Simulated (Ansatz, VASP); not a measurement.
# TaGe2 in two plane-wave programs, part 2 of 2

Aim: how closely do two programs agree when they are given the same cell, functional and k mesh? The two relaxations start from unlike cells of this crystal (the structure described is Ansatz's start), so only their ends are compared.

VASP 6.6.1 and Ansatz 0.2.0.

So far: The structure; Ansatz: relaxation of cell and atoms, BLYP.

## Step 3: VASP: relaxation of cell and atoms, BLYP

Level of this step: BLYP; plane waves and PAW (Ta_pv, Ge_d) (VASP).

Its own start cell and the same functional (in two slightly different forms), mesh and smearing now go to VASP, with its own data sets.

Lines of VASP's logs that name or quote its potential files are left out, and so is its time.

File INCAR:

```
SYSTEM = TaGe2
PREC = Accurate
ENCUT = 500
EDIFF = 1E-07
NELM = 120
ISMEAR = 0
SIGMA = 0.1
LREAL = .FALSE.
ALGO = Normal
GGA = B5
ALDAX = 1
AGGAX = 1
AGGAC = 1
ALDAC = 0
NBANDS = 72
LASPH = .TRUE.
LORBIT = 11
LWAVE = .FALSE.
LCHARG = .FALSE.
ISIF = 3
IBRION = 2
NSW = 80
EDIFFG = -0.005
GGA_COMPAT = .FALSE.
NELMIN = 4
KPAR = 2
```

File POSCAR:

```
TaGe2
1.0
    5.1310678068      0.0000000000      0.0000000000
   -2.5655339034      4.4436345727      0.0000000000
    0.0000000000      0.0000000000      6.8809030048
Ta Ge
3 6
Direct
    0.4999999416      0.0000000585      0.5000000000
    0.4999999416      0.5000000585      0.8333333333
    0.9999999416      0.5000000585      0.1666666667
    0.1655673339      0.3311348431      0.5000000000
    0.8344325493      0.1655674508      0.8333333333
    0.6688651570      0.8344326662      0.1666666667
    0.8344325493      0.6688652739      0.5000000000
    0.1655673339      0.8344326662      0.8333333333
    0.3311347262      0.1655674508      0.1666666667
```

File KPOINTS:

```
Automatic mesh
0
Gamma
9 9 6
0 0 0
```

PAW data sets: Ta_pv and Ge_d (PBE family, release 64).

The run is started by

```
> mpirun -np 2 vasp_std
```

Numbers of over 12 decimals in the logs are rounded to 6 here.

The log of the run:

```text
[banner, memory and clock lines left out]
running    2 mpi-ranks, on    1 nodes
 distrk:  each k-point on    1 cores,    2 groups
 distr:  one band on    1 cores,    1 groups

 POSCAR found type information on POSCAR TaGe
 POSCAR found :  2 types and       9 ions
|                                                                             |
|               ----> ADVICE to this user running VASP <----                  |
|                                                                             |
|     You enforced a specific xc type in the INCAR file but a different       |
|     [... a line on the potential file left out ...]
|     I HOPE YOU KNOW WHAT YOU ARE DOING!                                     |
|                                                                             |

 LDA part: xc-table for (Slater(with rela. corr.)+VWN5), standard interpolation
 POSCAR, INCAR and KPOINTS ok, starting setup
 FFT: planning ... GRIDC
 FFT: planning ... GRID_SOFT
 FFT: planning ... GRID
 WAVECAR not read
 entering main loop
       N       E                     dE             d eps       ncg     rms          rms(c)
DAV:   1     0.159539170371E+04    0.15954E+04   -0.50160E+04  9112   0.419E+03
DAV:   2     0.254500667614E+03   -0.13409E+04   -0.12908E+04  6912   0.117E+03
DAV:   3    -0.270145228864E+02   -0.28152E+03   -0.27228E+03  7136   0.277E+02
DAV:   4    -0.553043799128E+02   -0.28290E+02   -0.27559E+02  8400   0.873E+01
DAV:   5    -0.563297198221E+02   -0.10253E+01   -0.10170E+01  8312   0.190E+01    0.214E+01
DAV:   6    -0.537858726322E+02    0.25438E+01   -0.12000E+01  9080   0.102E+01    0.818E+00
DAV:   7    -0.536206299238E+02    0.16524E+00   -0.10905E+00  8512   0.642E+00    0.419E+00
DAV:   8    -0.535913693462E+02    0.29261E-01   -0.19805E-01  7864   0.230E+00    0.386E-01
DAV:   9    -0.535926897319E+02   -0.13204E-02   -0.42088E-02  9168   0.172E+00    0.197E-01
DAV:  10    -0.535925615925E+02    0.12814E-03   -0.53664E-03  8656   0.364E-01    0.678E-02
DAV:  11    -0.535925531607E+02    0.84317E-05   -0.58604E-04  8000   0.156E-01    0.213E-02
DAV:  12    -0.535925626092E+02   -0.94485E-05   -0.46286E-05  8776   0.384E-02    0.122E-02
DAV:  13    -0.535925608679E+02    0.17413E-05   -0.82612E-06  8920   0.229E-02    0.345E-03
DAV:  14    -0.535925607805E+02    0.87384E-07   -0.12450E-06  8088   0.490E-03    0.121E-03
DAV:  15    -0.535925606275E+02    0.15306E-06   -0.14223E-07  5160   0.292E-03    0.274E-04
DAV:  16    -0.535925605950E+02    0.32465E-07   -0.41403E-08  4584   0.117E-03
   1 F= -.53592561E+02 E0= -.53581660E+02  d E =-.535926E+02
[...]
2 F= -.53592616E+02 E0= -.53581722E+02  d E =-.553779E-04
[...]
3 F= -.53592644E+02 E0= -.53581748E+02  d E =-.838443E-04
[...]
4 F= -.53592644E+02 E0= -.53581747E+02  d E =-.829101E-04
[...]
5 F= -.53592645E+02 E0= -.53581748E+02  d E =-.840471E-04
 curvature:  -0.01 expect dE=-0.197E-06 dE for cont linesearch -0.487E-07
 ZBRENT: bisectioning
 opt :   0.6030  next Energy=   -53.592646 (dE=-0.852E-04)
 bond charge predicted
       N       E                     dE             d eps       ncg     rms          rms(c)
DAV:   1    -0.535926494549E+02   -0.48587E-05   -0.84320E-05  8848   0.849E-02    0.136E-02
DAV:   2    -0.535926453860E+02    0.40689E-05   -0.61587E-06  8848   0.218E-02    0.632E-03
DAV:   3    -0.535926442771E+02    0.11089E-05   -0.19871E-06  9112   0.123E-02    0.167E-03
DAV:   4    -0.535926443666E+02   -0.89472E-07   -0.97202E-08  4320   0.244E-03
   6 F= -.53592644E+02 E0= -.53581748E+02  d E =-.837716E-04
 curvature:  -0.21 expect dE=-0.267E-05 dE for cont linesearch -0.254E-06
 trial: gam=-0.01741 g(F)=  0.262E-06 g(S)=  0.123E-04 ort = 0.165E-04 (trialstep = 0.921E+00)
 search vector abs. value=  0.120E-04
 reached required accuracy - stopping structural energy minimisation
```

Parts of OUTCAR (step 3):

```text
ion  position               nearest neighbor table
   1  0.500  0.000  0.500-   5 2.73   6 2.73   8 2.73   9 2.73   7 2.96   4 2.96   4 2.96   7 2.96
                             4 2.97   7 2.97   2 3.44   2 3.44   3 3.44   3 3.44
   2  0.500  0.500  0.833-   6 2.73   9 2.73   7 2.73   4 2.73   5 2.96   8 2.96   8 2.96   5 2.96
                             5 2.97   8 2.97   1 3.44   1 3.44   3 3.44   3 3.44
   3  1.000  0.500  0.167-   5 2.73   8 2.73   4 2.73   7 2.73   6 2.96   9 2.96   9 2.96   6 2.96
                             6 2.97   9 2.97   1 3.44   1 3.44   2 3.44   2 3.44
   4  0.166  0.331  0.500-   5 2.73   9 2.73   3 2.73   2 2.73   1 2.96   1 2.96   1 2.97
   5  0.834  0.166  0.833-   6 2.73   4 2.73   3 2.73   1 2.73   2 2.96   2 2.96   2 2.97
   6  0.669  0.834  0.167-   5 2.73   7 2.73   2 2.73   1 2.73   3 2.96   3 2.96   3 2.97
   7  0.834  0.669  0.500-   6 2.73   8 2.73   2 2.73   3 2.73   1 2.96   1 2.96   1 2.97
   8  0.166  0.834  0.833-   9 2.73   7 2.73   3 2.73   1 2.73   2 2.96   2 2.96   2 2.97
   9  0.331  0.166  0.167-   8 2.73   4 2.73   2 2.73   1 2.73   3 2.96   3 2.96   3 2.97

  LATTYP: Found a hexagonal cell.
 ALAT       =     5.1310678068
 C/A-ratio  =     1.3410274944

 Subroutine GETGRP returns: Found 12 space group operations
 (whereof  4 operations were pure point group operations)

The static configuration has the point symmetry D_2 .
 The point group associated with its full space group is D_6 .

 Found     48 irreducible k-points:

   k-points           NKPTS =     48   k-points in BZ     NKDIM =     48   number of bands    NBANDS=     72

   dimension x,y,z NGX =    40 NGY =   40 NGZ =   50
   dimension x,y,z NGXF=    80 NGYF=   80 NGZF=  100

   ENCUT  =  500.0 eV  36.75 Ry    6.06 a.u.   9.36  9.36 12.55*2*pi/ulx,y,z

   NELECT =     117.0000    total number of electrons

 k-points in reciprocal lattice and weights: Automatic mesh
   0.00000000  0.00000000  0.00000000       0.002
   0.11111111  0.00000000  0.00000000       0.012
   0.22222222  0.00000000  0.00000000       0.012
   0.33333333  0.00000000  0.00000000       0.012
   0.44444444  0.00000000  0.00000000       0.012
   0.11111111  0.11111111  0.00000000       0.012
   0.22222222  0.11111111  0.00000000       0.025
   0.33333333  0.11111111  0.00000000       0.025
   0.44444444  0.11111111  0.00000000       0.012
[...]
0.33333333  0.22222222  0.50000000       0.025
   0.33333333  0.33333333  0.50000000       0.004

 average (electrostatic) potential at core
       1 -35.8834       2 -35.8834       3 -35.8834       4 -71.5339       5 -71.5339
       6 -71.5339       7 -71.5339       8 -71.5339       9 -71.5339

 E-fermi :   7.7539

 k-point     1 :       0.0000    0.0000    0.0000
  band No.  band energies     occupation
    ...
     55       5.8119      2.00000
     56       5.8119      2.00000
     57       5.8567      2.00000
     58       5.8567      2.00000
     59       6.3915      2.00000
     60       8.6931      0.00000
     61       9.7730      0.00000
     62       9.8775      0.00000
     63       9.8775      0.00000
     64      10.4719      0.00000
    ...

 k-point     2 :       0.1111    0.0000    0.0000
  band No.  band energies     occupation
    ...
     55       5.6353      2.00000
     56       5.8696      2.00000
     57       6.0914      2.00000
     58       6.2753      2.00000
     59       6.3840      2.00000
     60       8.6436      0.00000
     61       9.3749      0.00000
     62       9.5675      0.00000
     63       9.8265      0.00000
     64      10.3234      0.00000
    ...

 k-point     3 :       0.2222    0.0000    0.0000
  band No.  band energies     occupation
    ...
     55       5.9474      2.00000
     56       6.1105      2.00000
     57       6.2707      2.00000
     58       6.5055      2.00000
     59       6.6583      2.00000
     60       8.3311      0.00000
     61       8.9050      0.00000
     62       9.3998      0.00000
     63       9.6812      0.00000
     64       9.9914      0.00000
    ...

  Total        0.0222512      0.0222512     -0.0360189      0.0000000      0.0000000     -0.0000000
  in kB        0.2269772      0.2269771     -0.3674160      0.0000000      0.0000000     -0.0000000
  external PRESSURE =       0.0288461 kB  Pullay stress =       0.0000000 kB

  energy-cutoff  :      500.00
  volume of cell :      157.07
      direct lattice vectors                 reciprocal lattice vectors
     5.133306890 -0.000000000  0.000000000     0.194806198  0.112471424  0.000000000
    -2.566653445  4.445573675  0.000000000     0.000000000  0.224942847  0.000000000
     0.000000000  0.000000000  6.882682763     0.000000000  0.000000000  0.145292182

 POSITION                                       TOTAL-FORCE (eV/Angst)
 -----------------------------------------------------------------------------------
      2.56665      0.00000      3.44134        -0.000000     -0.000000     -0.000000
      1.28333      2.22279      5.73557        -0.000000     -0.000000     -0.000000
      3.84998      2.22279      1.14711        -0.000000     -0.000000     -0.000000
     -0.00000      1.47206      3.44134        -0.000000      0.000951     -0.000000
      3.85847      0.73603      5.73557        -0.000824      0.000476      0.000000
      1.29181      3.70954      1.14711        -0.000824     -0.000476      0.000000
      2.56665      2.97351      3.44134        -0.000000     -0.000951     -0.000000
     -1.29181      3.70954      5.73557         0.000824     -0.000476      0.000000
      1.27484      0.73603      1.14711         0.000824      0.000476      0.000000
 -----------------------------------------------------------------------------------
    total drift:                                0.000828     -0.000521     -0.000033

  FREE ENERGIE OF THE ION-ELECTRON SYSTEM (eV)
  ---------------------------------------------------
  free  energy   TOTEN  =       -53.5926443666 eV

  energy  without entropy=      -53.5708510261  energy(sigma->0) =      -53.58174770

 reached required accuracy - stopping structural energy minimisation

 total charge
# of ion       s       p       d       tot
------------------------------------------
    1        0.255   6.115   2.390   8.761
    2        0.255   6.115   2.390   8.761
    3        0.255   6.115   2.390   8.761
    4        1.161   1.179  10.051  12.391
    5        1.161   1.179  10.051  12.391
    6        1.161   1.179  10.051  12.391
    7        1.161   1.179  10.051  12.391
    8        1.161   1.179  10.051  12.391
    9        1.161   1.179  10.051  12.391
--------------------------------------------------
tot          7.732  25.421  67.476 100.630

[... 3 further parts left out ...]
```

The PAW data sets were made with PBE, which is usual practice but a small mismatch for other functionals. The run keeps the 12 symmetry operations of its start, so it cannot find a distortion of lower symmetry.

## Step 4: Differences

Known differences besides the potentials themselves: the data sets hold 123 valence electrons in Ansatz (on its default PAW (the set named soft_2) files) and 117 in VASP; the cutoff is 420 eV in Ansatz and 500 eV in VASP; Ansatz makes its cores anew for this functional, VASP keeps those of its PBE data sets; VASP's log shows a relativistic correction to its local exchange, Ansatz's none; Ansatz adds a Pulay correction to the stress that steers its cell, VASP none. Total energies have different zeros and are not compared.

The two programs side by side:

| quantity | Ansatz | VASP | difference |
| --- | --- | --- | --- |
| volume (Å³) | 156.53 | 157.07 | -0.34 % |
| edge a after relaxation, in the typed setting (Å) | 5.129 | 5.133 | -0.09 % |
| edge c after relaxation, in the typed setting (Å) | 6.872 | 6.883 | -0.16 % |

## Step 5: Summary of results

- difference in volume (relaxation of cell and atoms, BLYP): -0.34 %

The difference in volume is -0.34 % (relaxation of cell and atoms, BLYP), within the 1.2 % picked in this series as the mark of a large difference, as far as the stopping tolerances let one tell. The data sets hold unlike numbers of valence electrons (123 in Ansatz and 117 in VASP), so part of the differences comes from the potentials. 2 further runs of this series are not shown here. How closely two codes agree says nothing of how well the functional describes the real material.

[Lines on the potential files, build, host, timing and source positions are cut from VASP's logs without a mark.]

[Logs are printed without paths, hosts, clocks, repeated set-up lines and the standing remarks that a program may print on its own settings, such as how far it seeks lower states.]

[Hosts, paths, dates, database ids (printed as entryN), source tags and the programs' standing remarks are cut or masked in the printed files.]
